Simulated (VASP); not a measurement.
## Ti: single point with LDA

Crystal: Ti.

```
Ti
1.0
     2.74381    0.00000    0.00000
    -0.91460    2.58688    0.00000
    -0.91460   -1.29344    2.24031
Ti
1
Direct
  0.00000 0.00000 0.00000
```

This isn't the form of Ti at room conditions, which is hcp.

```json
{"Program": "VASP 6.6.1", "Task": "single point", "Functional": "LDA", "Potentials or basis": "VASP PAW LDA potentials, release 64 (Ti_sv)", "Cutoff": "520 eV", "k mesh": "10 × 10 × 10", "Occupations": "fermi-dirac, width 0.1 eV", "Spin": "no spin polarisation", "Dipole correction": "no", "Further INCAR settings": "ALGO = Fast; EDIFF = 1e-06; NBANDS = 12"}
```

```json
{
 "Pressure": "-0.2 GPa",
 "Band gap on the k mesh": "none (metal or under the smearing width)"
}
```

Levels at points of the mesh, in eV from the Fermi level:
```tsv
k point	band 4	band 5	band 6	band 7	band 8	band 9
(0.00, 0.00, 0.00)	-31.77	-6.04	1.02	1.02	1.02	3.00
(0.50, 0.00, 0.00)	-31.78	-2.67	-0.53	1.54	3.01	3.40
(0.50, 0.50, 0.50)	-32.40	-2.42	-2.42	4.36	4.36	4.36
```

It took 8.2 s on 1 thread of Intel(R) Xeon(R) Platinum 8488C (Sapphire Rapids), on a shared host, peak memory 0.12 GiB.
